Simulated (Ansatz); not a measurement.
# Where the states of BeSe lie

```
Be Se
1.0
     0.00000    2.58854    2.58854
     2.58854    0.00000    2.58854
     2.58854    2.58854    0.00000
Be Se
1 1
Direct
  0.00000 0.00000 0.00000
  0.25000 0.25000 0.25000
```

Conventional cell: a = 5.177 Å, b = 5.177 Å, c = 5.177 Å, α = 90.00°, β = 90.00°, γ = 90.00°. Be (atom 1) has 4 Se at 2.24 Å as nearest neighbours. Se (atom 2) is surrounded by 4 Be at 2.24 Å.

The cell was built from the zincblende type and relaxed in the same program, and has space group F-43m; it needn't be a known or the stable phase.

Computed with DFT, PBE, all-electron LAPW, scalar-relativistic in Ansatz 0.2.0.

The runs use a Γ-centred 14×14×14 k mesh, Fermi–Dirac smearing of 0.05 eV, basis error target 1 meV/atom, no spin polarisation.

Question: Which of the resolved shells contributes most in the top eV of the valence band?

Answer: Se 4p, with 92 % of all states there; Be 2s follows with 0 %.

Question: Tabulate the density of states.

Answer: States per eV and cell, averaged over 0.6 eV, from -5.8 to 3.6 eV, with energies (bin centres) from the valence-band top; empty bins are left out. The partial columns, the largest 3 alone, are projections on Löwdin-orthogonalised atomic shells (those that the program's projection atoms carry: the occupied ones and, for some elements, an empty d or f shell; other empty shells have no column), summed over atoms of an element. Weights on diffuse s and p shells depend on that basis and aren't pure angular character.
| E (eV) | total | Se 4p | Be 2s | Se 4s |
| --- | --- | --- | --- | --- |
| -5.6 | 0.09 | 0.07 | 0.01 | 0.00 |
| -5.0 | 0.87 | 0.69 | 0.15 | 0.01 |
| -4.4 | 1.53 | 1.16 | 0.29 | 0.05 |
| -3.8 | 0.72 | 0.60 | 0.06 | 0.03 |
| -3.2 | 1.02 | 0.88 | 0.07 | 0.02 |
| -2.6 | 1.48 | 1.32 | 0.05 | 0.02 |
| -2.0 | 1.61 | 1.45 | 0.03 | 0.01 |
| -1.4 | 1.52 | 1.38 | 0.02 | 0.01 |
| -0.8 | 0.90 | 0.82 | 0.01 | 0.00 |
| -0.2 | 0.27 | 0.25 | 0.00 | 0.00 |
| 2.8 | 0.04 | 0.00 | 0.00 | 0.00 |
| 3.4 | 0.23 | 0.01 | 0.01 | 0.00 |
